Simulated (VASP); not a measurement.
# SiC (Moissanite 6H) (P6_3mc) in VASP: a series of runs

One crystal, SiC (Moissanite 6H), is run at these levels: PBE, vdW-DF2; tasks: single point, relaxation of cell and atoms.

Everything below comes from runs of VASP 6.6.1. Logs are shortened: lines on timing, memory, paths and dates and some standing lists are left out, and cuts for length are marked.

## Step 1: The crystal as given

It takes space group P6_3mc (No. 186, hexagonal). Conventional cell: a = 3.095 Å, b = 3.095 Å, c = 15.170 Å, α = 90.00°, β = 90.00°, γ = 120.00°. Around Si (site symmetry 3m) lie 4 C at 1.90 Å. Around Si (site symmetry 3m) lie 4 C at 1.90 Å. Si (site symmetry 3m) has 4 C at 1.90 Å as nearest neighbours. C (site symmetry 3m) is surrounded by 4 Si at 1.90 Å. C (site symmetry 3m) has 4 Si at 1.90 Å as nearest neighbours. Around C (site symmetry 3m) lie 4 Si at 1.90 Å.

## Step 2: Single point, PBE

Input file INCAR:

```
ALGO = Normal
EDIFF = 1E-6
ENCUT = 520
GGA = PE
ISIF = 2
ISMEAR = 0
LASPH = T
LCHARG = F
LREAL = F
LWAVE = F
NELM = 100
PREC = Accurate
SIGMA = 0.013000000000000001
```

Input file KPOINTS:

```
k-points
0
Gamma
  10 10 2
```

Input file POSCAR:

```
SiC
1.0
    3.0950000000      0.0000000000      0.0000000000
   -1.5475000000      2.6803486247      0.0000000000
    0.0000000000      0.0000000000     15.1700000000
Si C
6 6
Direct
    0.6666666667      0.3333333333      0.4583000000
    0.3333333333      0.6666666667      0.9583000000
    0.6666666667      0.3333333333      0.7917000000
    0.3333333333      0.6666666667      0.2917000000
    0.0000000000      0.0000000000      0.6250000000
    0.0000000000      0.0000000000      0.1250000000
    0.6666666667      0.3333333333      0.3333000000
    0.3333333333      0.6666666667      0.8333000000
    0.6666666667      0.3333333333      0.6667000000
    0.3333333333      0.6666666667      0.1667000000
    0.0000000000      0.0000000000      0.5000000000
    0.0000000000      0.0000000000      0.0000000000
```

Potentials or basis: VASP PAW PBE potentials, release 64 (Si, C).

Started as:

```sh
cat potpaw_PBE.64/Si/POTCAR potpaw_PBE.64/C/POTCAR > POTCAR
mpirun -np 1 vasp_std > vasp.out
```

OUTCAR:

```text
EDIFF = 1E-6
   ENCUT = 520
   GGA = PE
   ISIF = 2
   ISMEAR = 0
   LASPH = T
   LREAL = F
   NELM = 100
   PREC = Accurate

 ion  position               nearest neighbor table
   1  0.667  0.333  0.458-  11 1.90  11 1.90  11 1.90   7 1.90   4 3.10   4 3.10   4 3.10   5 3.10
                             5 3.10   5 3.10
   2  0.333  0.667  0.958-  12 1.90  12 1.90  12 1.90   8 1.90   3 3.10   3 3.10   3 3.10   6 3.10
                             6 3.10   6 3.10
   3  0.667  0.333  0.792-   8 1.90   8 1.90   8 1.90   9 1.90   2 3.10   2 3.10   2 3.10   5 3.10
                             5 3.10   5 3.10
   4  0.333  0.667  0.292-   7 1.90   7 1.90   7 1.90  10 1.90   1 3.10   1 3.10   1 3.10   6 3.10
                             6 3.10   6 3.10
   5  0.000  0.000  0.625-   9 1.90   9 1.90   9 1.90  11 1.90   3 3.10   1 3.10   3 3.10   1 3.10
                             1 3.10   3 3.10
   6  0.000  0.000  0.125-  10 1.90  10 1.90  10 1.90  12 1.90   4 3.10   2 3.10   2 3.10   4 3.10
                             4 3.10   2 3.10
   7  0.667  0.333  0.333-   4 1.90   4 1.90   4 1.90   1 1.90
   8  0.333  0.667  0.833-   3 1.90   3 1.90   3 1.90   2 1.90
   9  0.667  0.333  0.667-   5 1.90   5 1.90   5 1.90   3 1.90
  10  0.333  0.667  0.167-   6 1.90   6 1.90   6 1.90   4 1.90
  11  0.000  0.000  0.500-   1 1.90   1 1.90   1 1.90   5 1.90
  12  0.000  0.000  0.000-   2 1.90   2 1.90   2 1.90   6 1.90

  LATTYP: Found a hexagonal cell.
 ALAT       =     3.0950000000
 C/A-ratio  =     4.9014539580

  Lattice vectors:

 A1 = (   3.0950000000,   0.0000000000,   0.0000000000)
 A2 = (  -1.5475000000,   2.6803486247,   0.0000000000)
 A3 = (   0.0000000000,   0.0000000000,  15.1700000000)

Analysis of symmetry for initial positions (statically):
=====================================================================
 Subroutine PRICEL returns:
 Original cell was already a primitive cell.

 Routine SETGRP: Setting up the symmetry group for a
 hexagonal supercell.

 Subroutine GETGRP returns: Found 12 space group operations
 (whereof  6 operations were pure point group operations)
 out of a pool of 24 trial point group operations.

The static configuration has the point symmetry C_3v.
 The point group associated with its full space group is C_6v.

Analysis of symmetry for dynamics (positions and initial velocities):
=====================================================================
 Subroutine PRICEL returns:
 Original cell was already a primitive cell.

 Routine SETGRP: Setting up the symmetry group for a
 hexagonal supercell.

 Subroutine GETGRP returns: Found 12 space group operations
 (whereof  6 operations were pure point group operations)
 out of a pool of 24 trial point group operations.

The dynamic configuration has the point symmetry C_3v.
 The point group associated with its full space group is C_6v.

 Subroutine INISYM returns: Found 12 space group operations
 (whereof  6 operations are pure point group operations),
 and found     1 'primitive' translations

----------------------------------------------------------------------------------------

                                     Primitive cell

  volume of cell :     125.8455

  direct lattice vectors                    reciprocal lattice vectors
     3.095000000  0.000000000  0.000000000     0.323101777  0.186542898  0.000000000
    -1.547500000  2.680348625  0.000000000     0.000000000  0.373085796  0.000000000
     0.000000000  0.000000000 15.170000000     0.000000000  0.000000000  0.065919578

  length of vectors
     3.095000000  3.095000000 15.170000000     0.373085796  0.373085796  0.065919578

  position of ions in fractional coordinates (direct lattice)
     0.666666667  0.333333333  0.458300000
     0.333333333  0.666666667  0.958300000
     0.666666667  0.333333333  0.791700000
     0.333333333  0.666666667  0.291700000
     0.000000000  0.000000000  0.625000000
     0.000000000  0.000000000  0.125000000
     0.666666667  0.333333333  0.333300000
     0.333333333  0.666666667  0.833300000
     0.666666667  0.333333333  0.666700000
     0.333333333  0.666666667  0.166700000
     0.000000000  0.000000000  0.500000000
     0.000000000  0.000000000  0.000000000

  ion indices of the primitive-cell ions
   primitive index   ion index
                 1           1
                 2           2
                 3           3
                 4           4
                 5           5
                 6           6
                 7           7
                 8           8
                 9           9
                10          10
                11          11
                12          12

----------------------------------------------------------------------------------------

 KPOINTS: k-points

Automatic generation of k-mesh.
 Grid dimensions read from file:
 generate k-points for:   10   10    2

 Generating k-lattice:

  Cartesian coordinates                     Fractional coordinates (reciprocal lattice)
     0.032310178  0.018654290  0.000000000     0.100000000  0.000000000  0.000000000
     0.000000000  0.037308580  0.000000000     0.000000000  0.100000000  0.000000000
     0.000000000  0.000000000  0.032959789     0.000000000  0.000000000  0.500000000

  Length of vectors
     0.037308580  0.037308580  0.032959789

  Shift w.r.t. Gamma in fractional coordinates (k-lattice)
     0.000000000  0.000000000  0.000000000

 Subroutine IBZKPT returns following result:
 ===========================================

 Found     28 irreducible k-points:

 Following reciprocal coordinates:
            Coordinates               Weight
  0.000000  0.000000  0.000000      1.000000
  0.100000 -0.000000  0.000000      6.000000
  0.200000 -0.000000  0.000000      6.000000
  0.300000 -0.000000  0.000000      6.000000
  0.400000 -0.000000  0.000000      6.000000
  0.500000 -0.000000  0.000000      3.000000
[... 16 lines left out ...]
  0.300000  0.100000  0.500000     12.000000
  0.400000  0.100000  0.500000     12.000000
 [... further k-points ...]
   k-points           NKPTS =     28   k-points in BZ     NKDIM =     28   number of bands    NBANDS=     31
   number of dos      NEDOS =    301   number of ions     NIONS =     12
   total plane-waves  NPLWV =  69120
   dimension x,y,z NGX =    24 NGY =   24 NGZ =  120
   dimension x,y,z NGXF=    48 NGYF=   48 NGZF=  240
   ions per type =               6   6
   NGX,Y,Z   is equivalent  to a cutoff of  12.89, 12.89, 13.15 a.u.
   NGXF,Y,Z  is equivalent  to a cutoff of  25.78, 25.78, 26.30 a.u.
 SYSTEM =  unknown system
   PREC   = accura    normal or accurate (medium, high low for compatibility)
   ISTART =      0    job   : 0-new  1-cont  2-samecut
   ICHARG =      2    charge: 1-file 2-atom 10-const
   ISPIN  =      1    spin polarized calculation?
   LNONCOLLINEAR =      F non collinear calculations
   LSORBIT =      F    spin-orbit coupling
   LASPH  =      T    aspherical Exc in radial PAW
   ENCUT  =  520.0 eV  38.22 Ry    6.18 a.u.   5.75  5.75 28.21*2*pi/ulx,y,z
   NELM   =    100;   NELMIN=  2; NELMDL= -5     # of ELM steps
   EDIFF  = 0.1E-05   stopping-criterion for ELM
   LREAL  =      F    real-space projection
   EDIFFG = 0.1E-04   stopping-criterion for IOM
   NSW    =      0    number of steps for IOM
   IBRION =     -1    ionic relax: 0-MD 1-quasi-New 2-CG
   NFREE  =      0    steps in history (QN), initial steepest desc. (CG)
   ISIF   =      2    stress and relaxation
   ISYM   =      2    0-nonsym 1-usesym 2-fastsym
   POTIM  = 0.5000    time-step for ionic-motion
   TEBEG  =    0.0;   TEEND  =   0.0 temperature during run
   PSTRESS=    0.0 pullay stress
   NELECT =      48.0000    total number of electrons
   NUPDOWN=      -1.0000    fix difference up-down
   EMIN   =  10.00;   EMAX   =-10.00  energy-range for DOS
   EFERMI =   0.00;   METHOD = LEGACY
   ISMEAR =     0;   SIGMA  =   0.01  broadening in eV -4-tet -1-fermi 0-gaus
   EFERMI_NEDOS =   21; number of points for ismear=-14 and -15
   IALGO  =     38    algorithm
   IMIX   =      4    mixing-type and parameters
     AMIX     =   0.40;   BMIX     =  1.00
     AMIX_MAG =   1.60;   BMIX_MAG =  1.00
  volume/ion in A,a.u.               =      10.49        70.77
  Fermi-wavevector in a.u.,A,eV,Ry     =   1.187252  2.243580 19.178312  1.409566
  Thomas-Fermi vector in A             =   2.323407
   LORBIT       =      0    0 simple, 1 ext, 2 COOP (PROOUT), +10 PAW based schemes
   GGA     = PE    functional components
   LHFCALC =     F    Hartree Fock is set to
   AEXX    =    0.0000 exact exchange contribution
   IVDW    =     0    specifies the selected vdW correction
   LEPSILON=     F    determine dielectric tensor
   LRPA    =     F    only Hartree local field effects (RPA)
 non-spin polarized calculation
 Gauss-broadening in eV      SIGMA  =   0.01
  energy-cutoff  :      520.00
  volume of cell :      125.85
 maximum number of plane-waves:      3436
 NGX is ok and might be reduce to    24
   NGX = 11   NGY = 11   NGZ = 57

 number of electron      48.0000002 magnetization

 Free energy of the ion-electron system (eV)
  ---------------------------------------------------
  ext. energy  EPLUGINS =         0.00000000
  ---------------------------------------------------
  free energy    TOTEN  =       -90.37227291 eV

  energy without entropy =      -90.37227291  energy(sigma->0) =      -90.37227291

 E-fermi :   8.1103     XC(G=0): -11.2953

 val. band max:        8.0049308124   @ k =   0.0000   0.0000   0.0000
 cond. band min:      10.0280848979   @ k =   0.5000  -0.0000   0.0000
 fundamental gap:      2.0231540855
 Fermi energy:         8.1103346394

 k-point     1 :       0.0000    0.0000    0.0000
  band No.  band energies     occupation
      1      -7.3488      2.00000
      2      -6.8365      2.00000
      3      -6.7920      2.00000
      4      -5.3186      2.00000
      5      -5.2863      2.00000
      6      -3.8215      2.00000
[... 23 lines left out ...]
     30      14.5387      0.00000
     31      14.8337      0.00000

 k-point     2 :       0.1000   -0.0000    0.0000
  band No.  band energies     occupation
      1      -7.1773      2.00000
      2      -6.6676      2.00000
      3      -6.6225      2.00000
      4      -5.1583      2.00000
      5      -5.1256      2.00000
      6      -3.6776      2.00000
[... 23 lines left out ...]
     30      14.5038      0.00000
     31      14.7359      0.00000

 k-point     3 :       0.2000   -0.0000    0.0000
  band No.  band energies     occupation
      1      -6.6691      2.00000
      2      -6.1682      2.00000
      3      -6.1211      2.00000
      4      -4.6893      2.00000
      5      -4.6549      2.00000
      6      -3.2667      2.00000
[... 23 lines left out ...]
     30      14.5720      0.00000
     31      14.8456      0.00000

 k-point     4 :       0.3000   -0.0000    0.0000
  band No.  band energies     occupation
      1      -5.8487      2.00000
      2      -5.3687      2.00000
      3      -5.3165      2.00000
      4      -3.9638      2.00000
      5      -3.9259      2.00000
      6      -2.6886      2.00000
[... 635 lines left out ...]
     30      13.8998      0.00000
     31      14.7115      0.00000

 k-point    23 :       0.3000    0.1000    0.5000
  band No.  band energies     occupation
      1      -5.1004      2.00000
      2      -5.1004      2.00000
      3      -4.1635      2.00000
      4      -4.1635      2.00000
      5      -2.7169      2.00000
      6      -2.7169      2.00000
[... 23 lines left out ...]
     30      13.4470      0.00000
     31      14.3099      0.00000

 k-point    24 :       0.4000    0.1000    0.5000
  band No.  band energies     occupation
      1      -4.0489      2.00000
      2      -4.0489      2.00000
      3      -3.3621      2.00000
      4      -3.3621      2.00000
      5      -2.5225      2.00000
      6      -2.5225      2.00000
[... 23 lines left out ...]
     30      13.2449      0.00000
     31      13.7357      0.00000

 [... further k-points ...]

------------------------ aborting loop because EDIFF is reached ----------------------------------------

  FORCE on cell =-STRESS in cart. coord.  units (eV):
  Direction    XX          YY          ZZ          XY          YZ          ZX
  --------------------------------------------------------------------------------------
  -------------------------------------------------------------------------------------
  Total       -0.0586854     -0.0586854      0.5468250      0.0000000      0.0000000      0.0000000
  in kB       -0.7471423     -0.7471423      6.9617984      0.0000000      0.0000000      0.0000000
  external PRESSURE =       1.8225046 kB  Pullay stress =       0.0000000 kB

 VOLUME and BASIS-vectors are now :
 -----------------------------------------------------------------------------
  energy-cutoff  :      520.00
  volume of cell :      125.85
      direct lattice vectors                 reciprocal lattice vectors
     3.095000000  0.000000000  0.000000000     0.323101777  0.186542898  0.000000000
    -1.547500000  2.680348625  0.000000000     0.000000000  0.373085796  0.000000000
     0.000000000  0.000000000 15.170000000     0.000000000  0.000000000  0.065919578

 POSITION                                       TOTAL-FORCE (eV/Angst)
 -----------------------------------------------------------------------------------
      1.54750      0.89345      6.95241        -0.000000     -0.000000      0.054091
     -0.00000      1.78690     14.53741        -0.000000      0.000000      0.054091
      1.54750      0.89345     12.01009        -0.000000      0.000000      0.024737
     -0.00000      1.78690      4.42509         0.000000     -0.000000      0.024737
      0.00000      0.00000      9.48125         0.000000      0.000000      0.043125
      0.00000      0.00000      1.89625        -0.000000     -0.000000      0.043125
      1.54750      0.89345      5.05616        -0.000000      0.000000     -0.014216
     -0.00000      1.78690     12.64116         0.000000     -0.000000     -0.014216
      1.54750      0.89345     10.11384        -0.000000      0.000000      0.033901
     -0.00000      1.78690      2.52884         0.000000     -0.000000      0.033901
      0.00000      0.00000      7.58500        -0.000000      0.000000     -0.141639
      0.00000      0.00000      0.00000        -0.000000     -0.000000     -0.141639
 -----------------------------------------------------------------------------------
    total drift:                                0.000000      0.000000     -0.000703

  FREE ENERGIE OF THE ION-ELECTRON SYSTEM (eV)
  ---------------------------------------------------
  free  energy   TOTEN  =       -90.3722729072 eV

  energy  without entropy=      -90.3722729072  energy(sigma->0) =      -90.37227291
```

It took 39 s on 1 thread of Intel Xeon 6975P-C (Granite Rapids), shared host; peak memory 0.27 GiB.

What came out:

- Free energy: -90.3723 eV
- Pressure: 0.2 GPa
- Largest force: 0.142 eV/Å
- Band gap on the k mesh: 2.02 eV, indirect (least direct gap 3.12 eV)

Forces in eV/Å, atoms in the order of the input:
```
Si   0.000  0.000  0.054
Si   0.000  0.000  0.054
Si   0.000  0.000  0.025
Si   0.000  0.000  0.025
Si   0.000  0.000  0.043
Si   0.000  0.000  0.043
C    0.000  0.000 -0.014
C    0.000  0.000 -0.014
C    0.000  0.000  0.034
C    0.000  0.000  0.034
C    0.000  0.000 -0.142
C    0.000  0.000 -0.142
```

Levels at points of the mesh, in eV from the valence-band top:
```tsv
k point	band 22	band 23	band 24	band 25	band 26	band 27
(0.00, 0.00, 0.00)	-0.05	0.00	0.00	5.04	5.21	5.62
(0.50, 0.00, 0.00)	-1.77	-1.66	-1.09	2.02	2.20	3.19
(0.00, 0.00, 0.50)	-0.10	-0.10	-0.10	5.11	5.11	5.85
(0.50, 0.00, 0.50)	-1.71	-1.30	-1.30	2.06	2.06	3.41
```

A k mesh can miss the band edges.

(Continued in part 2 of 2.)
